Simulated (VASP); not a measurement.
Runs of VASP 6.6.1 on GaN. The structure is hexagonal, space group P6_3mc (No. 186). Conventional cell: a = 3.180 Å, b = 3.180 Å, c = 5.166 Å, α = 90.00°, β = 90.00°, γ = 120.00°. Around Ga (site symmetry 3m) lie 4 N at 1.94 to 1.95 Å. Around N (site symmetry 3m) lie 4 Ga at 1.94 to 1.95 Å. 

```tsv
task	level	potentials or basis	cell	gap on the mesh (eV)	pressure (GPa)	largest force (eV/Å)
relaxation of shape and atoms at fixed volume	LDA	VASP PAW LDA potentials, release 64 (Ga_d, N)	atoms relaxed at fixed volume from: a relaxed cell with its volume scaled by 1.02	1.98	-3.9	0.01
relaxation of shape and atoms at fixed volume	PBE+D3(BJ)	VASP PAW PBE potentials, release 64 (Ga_d, N)	atoms relaxed at fixed volume from: a relaxed cell with its volume scaled by 0.98	(a)	3.8	0.01
relaxation of cell and atoms	LDA	VASP PAW LDA potentials, release 64 (Ga_d, N)	relaxed	2.11	0.0	0.01
relaxation of shape and atoms at fixed volume	PBE+D3(BJ)	VASP PAW PBE potentials, release 64 (Ga_d, N)	atoms relaxed at fixed volume from: a relaxed cell with its volume scaled by 0.96	2.13	8.0	0.01
relaxation of shape and atoms at fixed volume	PBE+D3(BJ)	VASP PAW PBE potentials, release 64 (Ga_d, N)	atoms relaxed at fixed volume from: a relaxed cell with its volume scaled by 1.02	1.72	-3.4	-
relaxation of shape and atoms at fixed volume	LDA	VASP PAW LDA potentials, release 64 (Ga_d, N)	atoms relaxed at fixed volume	2.11	0.0	-
relaxation of shape and atoms at fixed volume	LDA	VASP PAW LDA potentials, release 64 (Ga_d, N)	atoms relaxed at fixed volume from: a relaxed cell with its volume scaled by 1.06	1.72	-10.4	-
relaxation of shape and atoms at fixed volume	LDA	VASP PAW LDA potentials, release 64 (Ga_d, N)	atoms relaxed at fixed volume from: a relaxed cell with its volume scaled by 0.96	2.39	9.0	0.01
```

Alike in all rows: no spin polarisation; k mesh 12 × 12 × 5; cutoff (eV) 600; smearing gaussian 0.03 eV.

Problem. Fill in the values left out.

Solution. (a) 1.99.

Caveats: the relaxation stopped at its first step, so nothing moved (some runs).

A k mesh can miss the band edges, and the runs leave out spin-orbit coupling on Ga.
